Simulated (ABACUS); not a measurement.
# La under changes of volume

One of the cells (38.320 Å³/atom); the others are scaled copies at fixed shape and fractional positions:

```
CELL_PARAMETERS angstrom
-2.12383 2.12383 2.12383
2.12383 -2.12383 2.12383
2.12383 2.12383 -2.12383
ATOMIC_POSITIONS crystal
La 0.00000 0.00000 0.00000
```

This isn't the form of La at room conditions, which is double hcp.

```yaml
Program: ABACUS 3.10.1
Functional: AM05
Potentials_or_basis: GBRV ultrasoft 1.5 PBE
Cutoff: 544 eV
Density_cutoff: 4354 eV
Basis: plane waves
k_mesh: 7 × 7 × 7
Occupations: fermi-dirac, width 0.05 eV
Spin: no spin polarisation
```

```tsv
volume (Å³/atom)	energy over the lowest point (meV/atom)	pressure (GPa)
36.020	0.00	0.0
36.787	1.91	-0.6
37.553	6.49	-1.1
38.320	13.50	-1.6
39.086	22.71	-2.1
39.852	?	?
40.619	46.96	-2.9
```

What does the run at 39.852 Å³/atom give?

Energy over the lowest point 33.92 meV/atom; pressure -2.5 GPa.

Worked out: A Birch-Murnaghan fit of order 3 (a polynomial in V^(-2/3)) to the other rows has its minimum at 35.89 Å³/atom, just outside them, with B0 = V·E''(V) = 29 GPa and B' = 3.5. It gives 33.92 meV/atom at 39.852 Å³/atom, against the run's 33.92, and -dE/dV = -2.5 GPa, against -2.5.

Energies are extrapolated to zero smearing.

Caveats: the potentials were made for another functional, which shifts forces and pressure.
